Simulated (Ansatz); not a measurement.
# HfC: a trigonal deformation path

The task here is to estimate one member of a computed series from the others.

Method: DFT PBE, scalar-relativistic, plane waves, PAW, in Ansatz 0.2.0.

### Starting point

The structure is cubic, space group Fm-3m (No. 225). The conventional cell has a = 4.650 Å, b = 4.650 Å, c = 4.650 Å, α = 90.00°, β = 90.00°, γ = 90.00°. Hf (site symmetry m-3m) has 6 C at 2.33 Å in its first shell of neighbours. C (site symmetry m-3m) has 6 Hf at 2.33 Å in its first shell of neighbours.

Coordinates:

```cif
data_structure
_symmetry_space_group_name_H-M 'P 1'
_symmetry_Int_Tables_number 1
_cell_length_a 3.2880
_cell_length_b 3.2880
_cell_length_c 3.2880
_cell_angle_alpha 60.000
_cell_angle_beta 60.000
_cell_angle_gamma 60.000
_cell_volume 25.14
loop_
_atom_site_label
_atom_site_type_symbol
_atom_site_fract_x
_atom_site_fract_y
_atom_site_fract_z
_atom_site_occupancy
Hf1 Hf 0.50000 0.50000 0.50000 1
C1 C 0.00000 0.00000 0.00000 1
```

The cell is taken as given, not relaxed at this level.

### Zero of energy

Reference values: F = -15974.1437 eV; pressure 0.20 GPa; largest force 0.000 eV/Å; gap on the mesh none (metal). It was computed beforehand with the settings of the runs below.

The first run:

At fixed volume and fractional coordinates, lengths along (0.577, 0.577, 0.577) are scaled against those across it; ρ is that ratio over its starting value.

File input.yaml:

```yaml
crystal:
  lattice:
    - [-0.9764388137, 1.9528776273, 1.9528776273]
    - [1.9528776273, -0.9764388137, 1.9528776273]
    - [1.9528776273, 1.9528776273, -0.9764388137]
  atoms:
    - { symbol: Hf, position: [0.5, 0.5, 0.5] }
    - { symbol: C, position: [0.0, 0.0, 0.0] }
basis:
  ecutwfc: 420
kpoints:
  mp_grid: { grid: [20, 20, 20] }
hamiltonian:
  xc: pbe
scf:
  occupations: { method: gaussian, width: 0.15 }
output:
  forces: true
  stress: true
  eigenvalues: true
```

Command:

```console
$ ansatz run input.yaml --threads 1 --pin off --max-ram 2560MiB --backend cpu --events-out ev --progress --plain --runs-dir out
```

Steps of the session up to this table: ρ = 0.500; Point ρ = 2.000; ρ = 0.710; ρ = 1.410; At ρ = 0.600; ρ = 0.850; ρ = 1.200; ρ = 1.700; At ρ = 0.930; Point ρ = 1.080.

One of the session's tables, all rows but one given; the rest of the session is left out.

The scan, with free energies counted from the undisturbed cell:

| ρ | ΔE (meV/atom) | pressure (GPa) |
| --- | --- | --- |
| 0.500 | 1360.9 | -5.5 |
| 0.600 | 1076.8 | -3.9 |
| 0.710 | 668.2 | -1.5 |
| 0.850 | 201.2 | 0.0 |
| 0.930 | 44.4 | 0.2 |
| 1.000 | 0.0 | 0.2 |
| 1.080 | ? | ? |
| 1.200 | 324.4 | 0.6 |
| 1.410 | 1103.1 | 3.9 |
| 1.700 | 2080.0 | 9.3 |
| 2.000 | 2836.7 | 17.3 |

**Question.** Estimate the row for ρ = 1.080.

Worked estimate for «ΔE (meV/atom)». A straight line through the neighbours (1.000, 0.0) and (1.200, 324.4) gives 0.0 + (324.4 − 0.0) × (1.080 − 1.000) / (1.200 − 1.000) = 129.8; a parabola fitted to 4 rows on both sides gives 84.4.

**Answer.** ΔE (meV/atom): 56.1; pressure (GPa): 0.2. In «ΔE (meV/atom)» the line misses by +73.7 and the parabola by +28.3.
